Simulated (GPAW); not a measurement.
The system is AlN.

```
Al N
1.0
     0.00000    2.18399    2.18399
     2.18399    0.00000    2.18399
     2.18399    2.18399    0.00000
Al N
1 1
Cartesian
  0.0000 0.0000 0.0000
  1.0920 1.0920 1.0920
```

Measurements of this composition are mostly on another form, of space group No. 186.

Program: GPAW 26.7.0. Alike in all runs: no spin polarisation; cell as given; smearing fermi-dirac 0.05 eV.

Question: Order these runs on this cell by their band gap on the k mesh, lowest first.
A. level TB-mBJ; potentials or basis GPAW PAW data sets for LDA (gpaw-data 1.2.1), pw; k mesh 10 × 10 × 10; cutoff (eV) 800; maxiter 150
B. level PBE; potentials or basis GPAW PAW data sets (gpaw-data 1.2.1), pw; k mesh 8 × 8 × 8; cutoff (eV) 600; maxiter 120; convergence default
C. level rSCAN; potentials or basis GPAW PAW data sets (gpaw-data 1.2.1), pw; k mesh 10 × 10 × 10; cutoff (eV) 800; maxiter 150; band path GXWKGLUWLK,UX; band points 60

Answer: B (3.31 eV), C (3.97 eV), A (4.97 eV).

Caveats: a model potential gives levels but no total energy (some runs).

A k mesh can miss the band edges.
